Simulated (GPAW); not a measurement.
# Cu (I4/mmm) in GPAW: convergence with convergence criteria

Aim: find how far convergence criteria must go before the results for Cu settle, at LDA. This setting moves, with any that are tied to it; all else stays.

Program: GPAW 26.7.0. These are calculated values, not measurements. Logs are shortened: lines on timing, memory, paths and dates and some standing lists are left out, and cuts for length are marked. The log counts tension as positive stress, the text compression.

## (1) Starting point

The structure is tetragonal, space group I4/mmm (No. 139). Conventional cell: a = 2.886 Å, b = 2.886 Å, c = 2.752 Å, α = 90.00°, β = 90.00°, γ = 90.00°. Cu (site symmetry 4/mmm) is surrounded by 10 Cu at 2.46 to 2.75 Å.

This isn't the form of Cu at room conditions, which is fcc.

## (2) With convergence criteria density=0.001 energy=0.01 eigenstates=0.0001

File run.py:

```python
from ase.dft.bandgap import bandgap
from ase.io import read, write
from ase.units import GPa
from gpaw import GPAW, PW

atoms = read('POSCAR')

calc = GPAW(mode=PW(600),
            xc='LDA',
            kpts={'size': (10, 10, 10), 'gamma': True},
            occupations={'name': 'fermi-dirac', 'width': 0.05},
            nbands=14,
            convergence={'density': 0.001, 'energy': 0.01, 'eigenstates': 0.0001},
            maxiter=100,
            txt='gpaw.txt')
atoms.calc = calc
energy = atoms.get_potential_energy()
forces = atoms.get_forces()
stress = atoms.get_stress()
calc.write('gs.gpw')
write('result.traj', atoms)
print(f'Energy: {energy:.6f} eV')
print('Forces (eV/A):')
print(forces.round(4))
print('Stress (GPa):', (stress / GPa).round(3))
print('Fermi level:', round(calc.get_fermi_level(), 4), 'eV')
print(f'Gap: {bandgap(calc)[0]:.4f} eV, direct: {bandgap(calc, direct=True)[0]:.4f} eV')
```

File POSCAR:

```
Cu
1.0
   -1.4427933200      1.4427933200      1.3760814500
    1.4427933200     -1.4427933200      1.3760814500
    1.4427933200      1.4427933200     -1.3760814500
Cu
1
Direct
    0.0000000000      0.0000000000      0.0000000000
```

Potentials or basis: the program's PAW data sets (release 1.2.1) made for this functional, pw.

Launch:

```console
> OMP_NUM_THREADS=1 python run.py
```

gpaw.txt:

```text
__  _  _
 | _ |_)|_||  |
 |__||  | ||/\| - 26.7.0

Input parameters:
  mode=PW(ecut=600.0),
  convergence={'density': 0.001, 'energy': 0.01, 'eigenstates': 0.0001},
  kpts=MonkhorstPack(size=(10, 10, 10), gamma=True),
  maxiter=100,
  nbands=14,
  occupations=Occupations(name='fermi-dirac', width=0.05),
  xc=XC(name='LDA')

Diagonalizing LCAO Hamiltonian
Converting LCAO to pw mode

       Cu

Atoms  # Å, Bohr magnetons
|   | symbol |        x |        y |        z |    initial magnetic moments |
|---|--------|----------|----------|----------|-----------------------------|
| 0 |     Cu | 0.000000 | 0.000000 | 0.000000 | ( 0.0000,  0.0000,  0.0000) |

Unit cell  # Å
| periodic |         x |         y |         z |  lengths |     angles |
|----------|-----------|-----------|-----------|----------|------------|
|      yes | -1.442793 |  1.442793 |  1.376081 | 2.461078 | 108.218096 |
|      yes |  1.442793 | -1.442793 |  1.376081 | 2.461078 | 108.218096 |
|      yes |  1.442793 |  1.442793 | -1.376081 | 2.461078 | 112.007635 |

Number of symmetries: 16
Symmetry operations  # r_c * U_cc + t_c -> r_c
|    | kind |            matrix            |
|----|------|------------------------------|
|  0 |  σ   |  1, 1, 1,  0, 0,-1,  0,-1, 0 |
|  1 |  C4  |  1, 1, 1,  0, 0,-1, -1, 0, 0 |
|  2 |  E   |  1, 0, 0,  0, 1, 0,  0, 0, 1 |
|  3 |  σ   |  1, 0, 0,  0, 1, 0, -1,-1,-1 |
|  4 |  σ   |  0, 1, 0,  1, 0, 0,  0, 0, 1 |
|  5 |  C2  |  0, 1, 0,  1, 0, 0, -1,-1,-1 |
|  6 |  C2  |  0, 0, 1, -1,-1,-1,  1, 0, 0 |
|  7 |  S4  |  0, 0, 1, -1,-1,-1,  0, 1, 0 |
|  8 |  C4  |  0, 0,-1,  1, 1, 1,  0,-1, 0 |
|  9 |  σ   |  0, 0,-1,  1, 1, 1, -1, 0, 0 |
| 10 |  σ   |  0,-1, 0, -1, 0, 0,  1, 1, 1 |
| 11 |  C2  |  0,-1, 0, -1, 0, 0,  0, 0,-1 |
| 12 |  C2  | -1, 0, 0,  0,-1, 0,  1, 1, 1 |
| 13 |  i   | -1, 0, 0,  0,-1, 0,  0, 0,-1 |
| 14 |  S4  | -1,-1,-1,  0, 0, 1,  1, 0, 0 |
| 15 |  C2  | -1,-1,-1,  0, 0, 1,  0, 1, 0 |

BZ-sampling:
  Number of BZ points: 1000
  Number of IBZ points: 102

  Monkhorst-Pack size: [10, 10, 10]
  Monkhorst-Pack shift: [0.05, 0.05, 0.05]

K-points  # in reciprocal-cell coordinates
|     |                                coordinates |     weight |
|-----|--------------------------------------------|------------|
|   0 | (  0.00000000,   0.00000000,   0.00000000) | 0.00100000 |
|   1 | (  0.10000000,  -0.10000000,   0.00000000) | 0.00400000 |
|   2 | (  0.10000000,  -0.10000000,   0.10000000) | 0.00400000 |
|   3 | (  0.10000000,   0.00000000,   0.00000000) | 0.00800000 |
|   4 | (  0.10000000,   0.10000000,  -0.10000000) | 0.00200000 |
|   5 | (  0.20000000,  -0.20000000,   0.00000000) | 0.00400000 |
|   6 | (  0.20000000,  -0.20000000,   0.10000000) | 0.00800000 |
|   7 | (  0.20000000,  -0.20000000,   0.20000000) | 0.00400000 |
|   8 | (  0.20000000,  -0.10000000,   0.00000000) | 0.01600000 |
|   9 | (  0.20000000,  -0.10000000,   0.10000000) | 0.00800000 |
| ... |                                            |            |
| 101 | (  0.50000000,   0.50000000,   0.50000000) | 0.00100000 |

Plane wave coefficients: 394
Cutoff: 600.0 eV

Spin-components: 1 (collinear spins)
Bands:           14
Projectors:      6
Spin-degeneracy: 2
Datatype:        complex128

Parallelization:
  kpt:    1
  domain: 1
  band:   1

Density:
  Valence electrons: 11.0
  Components: 1
  Grid points: [14 14 14]
  Charge: 0.0  # |e|

Potential:
  Grid points: [14 14 14]

species:
  Cu:
    name:    Copper
    Z:       29.0
    valence: 11
    core:    18
    charge:  0.0  # [|e|]
    compensation charges:
      type: gauss
      rc: 0.33  # [Å]
      lmax: 2
    cutoffs:
      filter: 2.06  # [Å]
      core: 2.43  # [Å]
    projectors
    | kind |    occ | energy [eV] | rcut [Å] |
    |------|--------|-------------|----------|
    |   4s |  1.000 |      -4.857 |    1.164 |
    |   4p |  0.000 |      -0.783 |    1.164 |
    |   3d | 10.000 |      -5.324 |    1.058 |
    |    s |        |      22.354 |    1.164 |
    |    p |        |      26.429 |    1.164 |
    |    d |        |      21.887 |    1.058 |

    Using partial waves for Cu as LCAO basis

Reference energy: -44951.097047  # eV

eigensolver:
  PPCG
  Converge bands: occupied
  niter=2

density mixing:
  MSR1-Mixer
  Pratt-step length: 0.05
  Maximum mixing coefficient: 0.75
  Old densities: 10
  SVD Regularization: 0.005
  Good broyden scale: 1.0
  Trust region scale: 1.0
  Backstep threshold: 4.0
  History deletion threshold: 6.0
  Fourier metric: weight=20.0, sigma=0.015

occupation numbers:
  Fermi-Dirac:
    width: 0.0500  # eV

poisson solver:
  ecut: 4800.0  # eV

xc functional:
  name: None

convergence criteria:
- Maximum integral of absolute [dens]ity change: 0.001 electrons / valence electron
- Maximum [total energy] change in last 3 cyles: 0.01 eV / valence electron
- Maximum integral of absolute [eigenst]ate change: 0.0001 eV^2 / valence electron
maximum number of iterations: 100

SCF iterations
|iter     | |      energy | eigst |  dens |
|---------|-|-------------|-------|-------|
|iter:   1| |   -5.675956 | -0.39 |       |
|iter:   2| |   -5.268773 | -2.75 | -0.88 |
|iter:   3| |   -4.621603 | -1.63 | -0.98 |
|iter:   4| |   -4.608152 | -4.03c| -1.85 |
|iter:   5| |   -4.598282c| -3.79 | -1.96 |
|iter:   6| |   -4.598295c| -5.45c| -3.64c|

Converged in 6 steps
Energy contributions relative to reference atoms: (reference = -44951.097047)

Energy contributions:
  Kinetic:         -11.805467
  Coulomb:           9.280241
  Zero:              0.028667
  External:          0.000000
  Xc:               -2.098498
  Entropy:          -0.006475
  Spinorbit:         0.000000
  ----------------------------
  Free energy:      -4.601532
  Extrapolated:     -4.598295

dipole moment: (-3.166270, -3.166270, -3.019868)  # |e|*Ang

Fermi level: 8.026
Eigenvalues  # (at kpt = [0.000, 0.000, 0.000])
| band index |      eig [eV] | occ [0-2] |
|------------|---------------|-----------|
|          0 |        -1.611 |     2.000 |
|          1 |         4.630 |     2.000 |
|          2 |         4.826 |     2.000 |
|          3 |         4.826 |     2.000 |
|          4 |         5.709 |     2.000 |
|          5 |         5.923 |     2.000 |
|          6 |        33.612 |     0.000 |
|          7 |        33.612 |     0.000 |
|          8 |        34.933 |     0.000 |
|          9 |        36.829 |     0.000 |
|         10 |        36.829 |     0.000 |
|         11 |        36.995 |     0.000 |
|         12 |        37.150 |     0.000 |
|         13 |        37.797 |     0.000 |

No gap
No difference between direct/indirect transitions

Forces  # eV/Ang
|       x |       y |        z |
|---------|---------|----------|
| 0.00000 | 0.00000 | -0.00000 |  # Cu   0

Stress tensor  # eV/Ang^3
|        x |         y |         z |
|----------|-----------|-----------|
| 0.038329 |  0.000000 |  0.000000 |
| 0.000000 |  0.038329 | -0.000000 |
| 0.000000 | -0.000000 |  0.049702 |

# Writing to gs.gpw (mode='')
```

Wall time 13 s (1 thread of Arm Neoverse N1, shared host); peak memory 0.13 GiB.

What came out:

| Item | Value |
| --- | --- |
| Free energy | -4.6015 eV |
| Pressure | -6.7 GPa |
| Band gap on the k mesh | none (metal or under the smearing width) |

## (3) With convergence criteria default

run.py: that of step 2 with these lines changed.

```diff
@@ -12,3 +12,2 @@
             nbands=14,
-            convergence={'density': 0.001, 'energy': 0.01, 'eigenstates': 0.0001},
             maxiter=100,
```

POSCAR is that of step 2.

Potentials or basis: the program's PAW data sets (release 1.2.1) made for this functional, pw.

Launch:

```console
> OMP_NUM_THREADS=1 python run.py
```

Wall time 16 s (1 thread of Arm Neoverse N1, shared host); peak memory 0.13 GiB.

It converged, with:

* Free energy: -4.6015 eV
* Pressure: -6.6 GPa
* Band gap on the k mesh: none (metal or under the smearing width)

## (4) With convergence criteria density=1e-05 energy=1e-05

run.py: that of step 3 with these lines changed.

```diff
@@ -12,2 +12,3 @@
             nbands=14,
+            convergence={'density': 1e-05, 'energy': 1e-05},
             maxiter=100,
```

POSCAR is that of step 3.

Launch:

```console
> OMP_NUM_THREADS=1 python run.py
```

It took 18 s on 1 thread of Arm Neoverse N1, shared host; peak memory 0.13 GiB.

The run converged. Its results:

* Free energy: -4.6015 eV
* Pressure: -6.5 GPa
* Band gap on the k mesh: none (metal or under the smearing width)

## (5) With convergence criteria density=1e-05 forces=0.0001

run.py: that of step 4 with these lines changed.

```diff
@@ -12,3 +12,3 @@
             nbands=14,
-            convergence={'density': 1e-05, 'energy': 1e-05},
+            convergence={'density': 1e-05, 'forces': 0.0001},
             maxiter=100,
```

POSCAR is that of step 4.

Launch:

```console
> OMP_NUM_THREADS=1 python run.py
```

Run time: 19 s. Hardware: 1 thread of Arm Neoverse N1, shared host; peak memory 0.13 GiB.

The run converged. Its results:

* Free energy: -4.6015 eV
* Pressure: -6.5 GPa
* Band gap on the k mesh: none (metal or under the smearing width)

## (6) With convergence criteria density=1e-06 energy=1e-06 eigenstates=1e-10

run.py: that of step 5 with these lines changed.

```diff
@@ -12,3 +12,3 @@
             nbands=14,
-            convergence={'density': 1e-05, 'forces': 0.0001},
+            convergence={'density': 1e-06, 'energy': 1e-06, 'eigenstates': 1e-10},
             maxiter=100,
```

POSCAR is that of step 5.

Potentials or basis: the program's PAW data sets (release 1.2.1) made for this functional, pw.

Launch:

```console
> OMP_NUM_THREADS=1 python run.py
```

Run time: 21 s. Hardware: 1 thread of Arm Neoverse N1, shared host; peak memory 0.13 GiB.

It converged, with:

- Free energy: -4.6015 eV
- Pressure: -6.5 GPa
- Band gap on the k mesh: none (metal or under the smearing width)

## (7) The series at a glance

```csv
convergence criteria,"energy less the tightest run, at zero smearing (meV/atom)",pressure (GPa),SCF cycles,CPU time (s),peak memory (GiB)
density=0.001 energy=0.01 eigenstates=0.0001,0.00,-6.75,6,13,0.13
default,0.00,-6.55,8,16,0.13
density=1e-05 energy=1e-05,0.00,-6.54,10,18,0.13
density=1e-05 forces=0.0001,0.00,-6.54,11,19,0.13
density=1e-06 energy=1e-06 eigenstates=1e-10,0.00,-6.54,11,21,0.13
```

Against the tightest run, the energy stays within 1 meV/atom from density=0.001 energy=0.01 eigenstates=0.0001 on; the pressure stays within 0.1 GPa from default on. The tightest run that finished is the yardstick and may itself not be fully converged.

Caveats: with this Cu data set, volumes or pressures lay over 1.5 % or 2 GPa off other programs in two to four cells of ten.
